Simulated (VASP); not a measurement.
# Rb (R-3m) in VASP: single point with PBEsol

Aim: the single point of Rb with PBEsol.

All numbers are computed with VASP 6.6.1; they aren't measurements. Logs are shortened: lines on timing, memory, paths and dates and some standing lists are left out, and cuts for length are marked.

## 1. The crystal as given

Symmetry: R-3m, No. 166, trigonal system. The conventional cell has a = 11.601 Å, b = 11.601 Å, c = 29.676 Å, α = 90.00°, β = 90.00°, γ = 120.00°. Rb (site symmetry m) has 6 Rb at 3.94 to 4.26 Å as nearest neighbours. Rb (site symmetry m) is surrounded by 5 Rb at 4.21 to 4.26 Å.

The cell was built by a generator and needn't be a form met in nature.

## 2. Single point, PBEsol

Input file INCAR:

```
SYSTEM = Rb
ALGO = Fast
EDIFF = 1E-7
ENCUT = 520
GGA = PS
ISIF = 2
ISMEAR = 0
LASPH = .True.
LCHARG = .True.
LELF = .True.
LREAL = .False.
LVHAR = .True.
LWAVE = .False.
NBANDS = 66
NELM = 100
PREC = Accurate
SIGMA = 0.1
```

Input file KPOINTS:

```
k-points
0
Gamma
  3 3 3
  0 0 0
```

Input file POSCAR:

```
Rb
1.0
    5.8003218929      3.3488174063      9.8918814960
   -5.8003218929      3.3488174063      9.8918814960
    0.0000000000     -6.6976348123      9.8918814960
Rb
12
Direct
    0.0101900000      0.6536100000      0.0101900000
    0.0101900000      0.0101900000      0.6536100000
    0.6536100000      0.0101900000      0.0101900000
    0.9898100000      0.3463900000      0.9898100000
    0.3463900000      0.9898100000      0.9898100000
    0.9898100000      0.9898100000      0.3463900000
    0.2211800000      0.6306000000      0.2211800000
    0.2211800000      0.2211800000      0.6306000000
    0.6306000000      0.2211800000      0.2211800000
    0.7788200000      0.3694000000      0.7788200000
    0.3694000000      0.7788200000      0.7788200000
    0.7788200000      0.7788200000      0.3694000000
```

Potentials or basis: VASP PAW PBE potentials, release 64 (Rb_sv).

Run with:

```
> cat potpaw_PBE.64/Rb_sv/POTCAR > POTCAR
> mpirun -np 1 vasp_std > vasp.out
```

OUTCAR:

```text
SYSTEM = Rb
   EDIFF = 1E-7
   ENCUT = 520
   GGA = PS
   ISIF = 2
   ISMEAR = 0
   LASPH = .True.
   LREAL = .False.
   NELM = 100
   PREC = Accurate

 ion  position               nearest neighbor table
   1  0.010  0.654  0.010-   4 3.94   2 4.14   3 4.14   7 4.25  12 4.26  11 4.26
   2  0.010  0.010  0.654-   6 3.94   3 4.14   1 4.14   8 4.25  10 4.26  11 4.26
   3  0.654  0.010  0.010-   5 3.94   2 4.14   1 4.14   9 4.25  12 4.26  10 4.26
   4  0.990  0.346  0.990-   1 3.94   6 4.14   5 4.14  10 4.25   8 4.26   9 4.26
   5  0.346  0.990  0.990-   3 3.94   6 4.14   4 4.14  11 4.25   8 4.26   7 4.26
   6  0.990  0.990  0.346-   2 3.94   4 4.14   5 4.14  12 4.25   9 4.26   7 4.26
   7  0.221  0.631  0.221-  11 4.21  12 4.21   1 4.25   5 4.26   6 4.26   8 4.75   9 4.75
   8  0.221  0.221  0.631-  10 4.21  11 4.21   2 4.25   4 4.26   5 4.26   7 4.75   9 4.75
   9  0.631  0.221  0.221-  10 4.21  12 4.21   3 4.25   4 4.26   6 4.26   8 4.75   7 4.75
  10  0.779  0.369  0.779-   9 4.21   8 4.21   4 4.25   3 4.26   2 4.26  12 4.75  11 4.75
  11  0.369  0.779  0.779-   7 4.21   8 4.21   5 4.25   1 4.26   2 4.26  12 4.75  10 4.75
  12  0.779  0.779  0.369-   7 4.21   9 4.21   6 4.25   3 4.26   1 4.26  10 4.75  11 4.75

  LATTYP: Found a trigonal (rhomboedric) cell.
 ALAT       =    11.9460299520
 COS(alpha) =     0.5284942553

  Lattice vectors:

 A1 = (   5.8003218929,   3.3488174063,   9.8918814960)
 A2 = (  -5.8003218929,   3.3488174063,   9.8918814960)
 A3 = (   0.0000000000,  -6.6976348123,   9.8918814960)

Analysis of symmetry for initial positions (statically):
=====================================================================
 Subroutine PRICEL returns:
 Original cell was already a primitive cell.

 Routine SETGRP: Setting up the symmetry group for a
 trigonal (rhombohedral) supercell.

 Subroutine GETGRP returns: Found 12 space group operations
 (whereof 12 operations were pure point group operations)
 out of a pool of 12 trial point group operations.

The static configuration has the point symmetry D_3d.

Analysis of symmetry for dynamics (positions and initial velocities):
=====================================================================
 Subroutine PRICEL returns:
 Original cell was already a primitive cell.

 Routine SETGRP: Setting up the symmetry group for a
 trigonal (rhombohedral) supercell.

 Subroutine GETGRP returns: Found 12 space group operations
 (whereof 12 operations were pure point group operations)
 out of a pool of 12 trial point group operations.

The dynamic configuration has the point symmetry D_3d.

 Subroutine INISYM returns: Found 12 space group operations
 (whereof 12 operations are pure point group operations),
 and found     1 'primitive' translations

----------------------------------------------------------------------------------------

                                     Primitive cell

  volume of cell :    1152.8524

  direct lattice vectors                    reciprocal lattice vectors
     5.800321893  3.348817406  9.891881496     0.086202112  0.049768813  0.033697667
    -5.800321893  3.348817406  9.891881496    -0.086202112  0.049768813  0.033697667
     0.000000000 -6.697634812  9.891881496     0.000000000 -0.099537626  0.033697667

  length of vectors
    11.946029952 11.946029952 11.946029952     0.105086972  0.105086972  0.105086972

  position of ions in fractional coordinates (direct lattice)
     0.010190000  0.653610000  0.010190000
     0.010190000  0.010190000  0.653610000
     0.653610000  0.010190000  0.010190000
     0.989810000  0.346390000  0.989810000
     0.346390000  0.989810000  0.989810000
     0.989810000  0.989810000  0.346390000
     0.221180000  0.630600000  0.221180000
     0.221180000  0.221180000  0.630600000
     0.630600000  0.221180000  0.221180000
     0.778820000  0.369400000  0.778820000
     0.369400000  0.778820000  0.778820000
     0.778820000  0.778820000  0.369400000

  ion indices of the primitive-cell ions
   primitive index   ion index
                 1           1
                 2           2
                 3           3
                 4           4
                 5           5
                 6           6
                 7           7
                 8           8
                 9           9
                10          10
                11          11
                12          12

----------------------------------------------------------------------------------------

 KPOINTS: k-points

Automatic generation of k-mesh.
 Grid dimensions read from file:
 generate k-points for:    3    3    3

 Generating k-lattice:

  Cartesian coordinates                     Fractional coordinates (reciprocal lattice)
     0.028734037  0.016589604  0.011232556     0.333333333  0.000000000  0.000000000
    -0.028734037  0.016589604  0.011232556     0.000000000  0.333333333  0.000000000
     0.000000000 -0.033179209  0.011232556    -0.000000000 -0.000000000  0.333333333

  Length of vectors
     0.035028991  0.035028991  0.035028991

  Shift w.r.t. Gamma in fractional coordinates (k-lattice)
     0.000000000  0.000000000  0.000000000

 Subroutine IBZKPT returns following result:
 ===========================================

 Found      6 irreducible k-points:

 Following reciprocal coordinates:
            Coordinates               Weight
  0.000000  0.000000  0.000000      1.000000
  0.333333  0.000000  0.000000      6.000000
  0.333333  0.333333  0.000000      6.000000
 -0.333333  0.333333  0.000000      6.000000
  0.333333  0.333333  0.333333      2.000000
 -0.333333  0.333333  0.333333      6.000000
   k-points           NKPTS =      6   k-points in BZ     NKDIM =      6   number of bands    NBANDS=     66
   number of dos      NEDOS =    301   number of ions     NIONS =     12
   total plane-waves  NPLWV = 729000
   dimension x,y,z NGX =    90 NGY =   90 NGZ =   90
   dimension x,y,z NGXF=   180 NGYF=  180 NGZF=  180
   ions per type =              12
   NGX,Y,Z   is equivalent  to a cutoff of  12.52, 12.52, 12.52 a.u.
   NGXF,Y,Z  is equivalent  to a cutoff of  25.05, 25.05, 25.05 a.u.
 SYSTEM =  Rb
   PREC   = accura    normal or accurate (medium, high low for compatibility)
   ISTART =      0    job   : 0-new  1-cont  2-samecut
   ICHARG =      2    charge: 1-file 2-atom 10-const
   ISPIN  =      1    spin polarized calculation?
   LNONCOLLINEAR =      F non collinear calculations
   LSORBIT =      F    spin-orbit coupling
   LASPH  =      T    aspherical Exc in radial PAW
   ENCUT  =  520.0 eV  38.22 Ry    6.18 a.u.  22.21 22.21 22.21*2*pi/ulx,y,z
   NELM   =    100;   NELMIN=  2; NELMDL= -5     # of ELM steps
   EDIFF  = 0.1E-06   stopping-criterion for ELM
   LREAL  =      F    real-space projection
   EDIFFG = 0.1E-05   stopping-criterion for IOM
   NSW    =      0    number of steps for IOM
   IBRION =     -1    ionic relax: 0-MD 1-quasi-New 2-CG
   NFREE  =      0    steps in history (QN), initial steepest desc. (CG)
   ISIF   =      2    stress and relaxation
   ISYM   =      2    0-nonsym 1-usesym 2-fastsym
   POTIM  = 0.5000    time-step for ionic-motion
   TEBEG  =    0.0;   TEEND  =   0.0 temperature during run
   PSTRESS=    0.0 pullay stress
   NELECT =     108.0000    total number of electrons
   NUPDOWN=      -1.0000    fix difference up-down
   EMIN   =  10.00;   EMAX   =-10.00  energy-range for DOS
   EFERMI =   0.00;   METHOD = LEGACY
   ISMEAR =     0;   SIGMA  =   0.10  broadening in eV -4-tet -1-fermi 0-gaus
   EFERMI_NEDOS =   21; number of points for ismear=-14 and -15
   IALGO  =     68    algorithm
   IMIX   =      4    mixing-type and parameters
     AMIX     =   0.40;   BMIX     =  1.00
     AMIX_MAG =   1.60;   BMIX_MAG =  1.00
  volume/ion in A,a.u.               =      96.07       648.32
  Fermi-wavevector in a.u.,A,eV,Ry     =   0.743518  1.405045  7.521560  0.552819
  Thomas-Fermi vector in A             =   1.838652
   LORBIT       =      0    0 simple, 1 ext, 2 COOP (PROOUT), +10 PAW based schemes
   GGA     = PS    functional components
   LHFCALC =     F    Hartree Fock is set to
   AEXX    =    0.0000 exact exchange contribution
   IVDW    =     0    specifies the selected vdW correction
   LEPSILON=     F    determine dielectric tensor
   LRPA    =     F    only Hartree local field effects (RPA)
 non-spin polarized calculation
 RMM-DIIS sequential band-by-band and
 Gauss-broadening in eV      SIGMA  =   0.10
  energy-cutoff  :      520.00
  volume of cell :     1152.85
 maximum number of plane-waves:     31052
 NGX is ok and might be reduce to    90
   NGX = 45   NGY = 45   NGZ = 45

 number of electron     108.0000000 magnetization

 Free energy of the ion-electron system (eV)
  ---------------------------------------------------
  ext. energy  EPLUGINS =         0.00000000
  ---------------------------------------------------
  free energy    TOTEN  =        -9.03102005 eV

  energy without entropy =       -9.00497930  energy(sigma->0) =       -9.01799968

 E-fermi :  -0.0141     XC(G=0):  -5.2689

 val. band max:       -0.0570685137   @ k =   0.3333   0.3333   0.3333
 cond. band min:       0.0640815209   @ k =  -0.3333   0.3333   0.3333
 fundamental gap:      0.1211500347
 Fermi energy:        -0.0140789609

 k-point     1 :       0.0000    0.0000    0.0000
  band No.  band energies     occupation
      1     -29.3541      2.00000
      2     -29.3398      2.00000
      3     -29.3398      2.00000
      4     -29.3377      2.00000
      5     -29.3243      2.00000
      6     -29.3243      2.00000
[... 58 lines left out ...]
     65       1.3399      0.00000
     66       1.3874      0.00000

 k-point     2 :       0.3333    0.0000    0.0000
  band No.  band energies     occupation
      1     -29.3524      2.00000
      2     -29.3457      2.00000
      3     -29.3398      2.00000
      4     -29.3320      2.00000
      5     -29.3258      2.00000
      6     -29.3243      2.00000
[... 58 lines left out ...]
     65       1.0753      0.00000
     66       1.3228      0.00000

 k-point     3 :       0.3333    0.3333    0.0000
  band No.  band energies     occupation
      1     -29.3522      2.00000
      2     -29.3458      2.00000
      3     -29.3401      2.00000
      4     -29.3320      2.00000
      5     -29.3259      2.00000
      6     -29.3240      2.00000
[... 58 lines left out ...]
     65       1.0546      0.00000
     66       1.0993      0.00000

 k-point     4 :      -0.3333    0.3333    0.0000
  band No.  band energies     occupation
      1     -29.3497      2.00000
      2     -29.3493      2.00000
      3     -29.3400      2.00000
      4     -29.3285      2.00000
      5     -29.3284      2.00000
      6     -29.3241      2.00000
[... 58 lines left out ...]
     65       1.2694      0.00000
     66       1.3367      0.00000

 k-point     5 :       0.3333    0.3333    0.3333
  band No.  band energies     occupation
      1     -29.3537      2.00000
      2     -29.3401      2.00000
      3     -29.3401      2.00000
      4     -29.3382      2.00000
      5     -29.3240      2.00000
      6     -29.3240      2.00000
[... 58 lines left out ...]
     65       1.0717      0.00000
     66       1.5564      0.00000

 k-point     6 :      -0.3333    0.3333    0.3333
  band No.  band energies     occupation
      1     -29.3519      2.00000
      2     -29.3461      2.00000
      3     -29.3401      2.00000
      4     -29.3323      2.00000
      5     -29.3256      2.00000
      6     -29.3240      2.00000
[... 58 lines left out ...]
     65       1.1775      0.00000
     66       1.3165      0.00000

------------------------ aborting loop because EDIFF is reached ----------------------------------------

  FORCE on cell =-STRESS in cart. coord.  units (eV):
  Direction    XX          YY          ZZ          XY          YZ          ZX
  --------------------------------------------------------------------------------------
  -------------------------------------------------------------------------------------
  Total        4.9628202      4.9628202      5.7690712      0.0000000      0.0000000      0.0000000
  in kB        6.8970823      6.8970823      8.0175700      0.0000000      0.0000000      0.0000000
  external PRESSURE =       7.2705782 kB  Pullay stress =       0.0000000 kB

 VOLUME and BASIS-vectors are now :
 -----------------------------------------------------------------------------
  energy-cutoff  :      520.00
  volume of cell :     1152.85
      direct lattice vectors                 reciprocal lattice vectors
     5.800321893  3.348817406  9.891881496     0.086202112  0.049768813  0.033697667
    -5.800321893  3.348817406  9.891881496    -0.086202112  0.049768813  0.033697667
     0.000000000 -6.697634812  9.891881496     0.000000000 -0.099537626  0.033697667

 POSITION                                       TOTAL-FORCE (eV/Angst)
 -----------------------------------------------------------------------------------
     -3.73204      2.15470      6.66703         0.202460     -0.116890     -0.095282
      0.00000     -4.30939      6.66703         0.000000      0.233780     -0.095282
      3.73204      2.15470      6.66703        -0.202460     -0.116890     -0.095282
      3.73204     -2.15470     23.00862        -0.202460      0.116890      0.095282
     -3.73204     -2.15470     23.00862         0.202460      0.116890      0.095282
      0.00000      4.30939     23.00862         0.000000     -0.233780      0.095282
     -2.37477      1.37107     10.61359         0.312342     -0.180331      0.078634
      0.00000     -2.74215     10.61359         0.000000      0.360662      0.078634
      2.37477      1.37107     10.61359        -0.312342     -0.180331      0.078634
      2.37477     -1.37107     19.06205        -0.312342      0.180331     -0.078634
     -2.37477     -1.37107     19.06205         0.312342      0.180331     -0.078634
      0.00000      2.74215     19.06205         0.000000     -0.360662     -0.078634
 -----------------------------------------------------------------------------------
    total drift:                               -0.000000      0.000000     -0.000000

  FREE ENERGIE OF THE ION-ELECTRON SYSTEM (eV)
  ---------------------------------------------------
  free  energy   TOTEN  =        -9.0310200499 eV

  energy  without entropy=       -9.0049793045  energy(sigma->0) =       -9.01799968
```

Wall time 21 min (1 thread of AMD EPYC 9R45 (Zen 5), shared host); peak memory 1.4 GiB.

Results:

```
Free energy            : -9.0310 eV
Pressure               : 0.7 GPa
Largest force          : 0.369 eV/Å
Band gap on the k mesh : none (metal or under the smearing width)
```

Forces on the atoms (eV/Å):
```
Rb   0.202 -0.117 -0.095
Rb   0.000  0.234 -0.095
Rb  -0.202 -0.117 -0.095
Rb  -0.202  0.117  0.095
Rb   0.202  0.117  0.095
Rb   0.000 -0.234  0.095
Rb   0.312 -0.180  0.079
Rb   0.000  0.361  0.079
Rb  -0.312 -0.180  0.079
Rb  -0.312  0.180 -0.079
Rb   0.312  0.180 -0.079
Rb   0.000 -0.361 -0.079
```

Stress tensor (GPa, compression positive):
```
0.69 0.00 0.00
0.00 0.69 0.00
0.00 0.00 0.80
```

Caveat: the PAW data sets were made with another functional, which shifts forces and pressure a little.
